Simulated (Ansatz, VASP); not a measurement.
## Two plane-wave programs on AlN

File INCAR:

```
SYSTEM = AlN
PREC = Accurate
ENCUT = 520
EDIFF = 1E-6
ISMEAR = 0
SIGMA = 0.05
LREAL = .FALSE.
LASPH = .TRUE.
NELM = 100
ALGO = Normal
ISIF = 2
LWAVE = .FALSE.
LCHARG = .FALSE.
GGA = PE
NBANDS = 16
```

KPOINTS

```
regular mesh
0
G
  9 9 6
  0 0 0
```

Contents of POSCAR:

```
AlN
1.0
    3.3134793407      0.0000000000      0.0000000000
   -1.6567396703      2.8695572839      0.0000000000
    0.0000000000      0.0000000000      4.1875902417
Al N
2 2
Direct
    0.3345273419      0.6690546839      0.7500000000
    0.6678606753      0.3357213505      0.2500000000
    0.3310333270      0.6620666539      0.2500000000
    0.6643666603      0.3287333206      0.7500000000
```

Input for Ansatz:

```yaml
crystal:
  lattice:
    - [3.3134793407, 0.0, 0.0]
    - [-1.6567396703, 2.8695572839, 0.0]
    - [0.0, 0.0, 4.1875902417]
  atoms:
    - { symbol: Al, position: [0.3345273419, 0.6690546839, 0.75] }
    - { symbol: Al, position: [0.6678606753, 0.3357213505, 0.25] }
    - { symbol: "N", position: [0.331033327, 0.6620666539, 0.25] }
    - { symbol: "N", position: [0.6643666603, 0.3287333206, 0.75] }
basis:
  ecutwfc: 520.0
kpoints:
  mp_grid: { grid: [9, 9, 6] }
hamiltonian:
  xc: pbe
  pseudopotentials: { kind: paw, azcp: { folder: soft_1 } }
scf:
  occupations: { method: gaussian, width: 0.05 }
output:
  forces: true
  stress: true
  eigenvalues: true
```

Change from the starting cell: mode 4 frozen in at +0.000 Å and mode 10 at -0.013 Å (largest displacements).

Alike in both runs: task single point; functional PBE; k mesh 9 × 9 × 6; occupations gaussian, width 0.05 eV; no spin polarisation.

```csv
,VASP,Ansatz
version,VASP 6.6.1,Ansatz 0.2.0
potentials or method,"VASP PAW PBE potentials, release 64 (Al, N)","scalar-relativistic, plane waves, PAW"
plane-wave cutoff (eV),520,520
valence electrons in the cell,16,16
```

Ansatz gave:

| Item | Value |
| --- | --- |
| gap on the k mesh at the Fermi level (eV) | 3.25 |
| least direct gap on the mesh (eV) | 3.25 |
| pressure (GPa) | 0.0 |
| largest component of the traceless stress (GPa) | 0.10 |
| rms of the force components (eV/Å) | 0.173 |

Problem. Estimate VASP's values.

Solution. gap on the k mesh at the Fermi level (eV): 3.26; least direct gap on the mesh (eV): 3.26; pressure (GPa): -0.1; largest component of the traceless stress (GPa): 0.05; rms of the force components (eV/Å): 0.173.

Atom by atom the forces differ by 0.000 eV/Å (rms over components).
